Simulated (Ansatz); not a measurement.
**Co (P6_3/mmc): electronic heat capacity from the density of states**

All numbers below come from DFT PBE, scalar-relativistic, plane waves, PAW in Ansatz 0.2.0.

Cutoff 420 eV; k points 21×21×6 on the computed 4-atom cell (Γ-centred); Gaussian smearing, width 0.10 eV; collinear spin from starting moments 1.88 1.9 1.88 1.9 μB.

Relaxed cell: P6_3/mmc, a = 2.494 Å, b = 2.494 Å, c = 8.088 Å, α = 90.00°, β = 90.00°, γ = 120.00°, 4 atoms in the primitive cell.

The density of states at the Fermi level is 3.494 states/eV in the cell of 4 atoms (4 formula units; both spins, tetrahedra on a 32×32×9 mesh). The run ends with a moment of 6.58 μB a cell (largest on a site 1.73 μB), and the figure is for this state; a paramagnetic sample can have a quite different one. Another magnetic order, if the compound takes it, can change N(E_F) and the shape of the cell a good deal.

**Question.** What Sommerfeld coefficient does this give?

**Answer.** Per formula unit N(E_F) = 0.873 states/eV. γ = (π²/3) k_B² N(E_F) N_A = 2.357 mJ/(mol K²) per state/eV, so γ = 2.1 mJ/(mol K²), a mole of formula units. This is the bare band result: a measured γ of the same phase and magnetic order is as a rule larger by a factor 1 + λ from phonons and spin fluctuations. N(E_F) at one energy is sensitive to the mesh where the density of states has sharp peaks.

Only this magnetic start was tried.

Cost: 1 run of about 2.3 core-minutes, on Arm Neoverse V2 (shared hosts).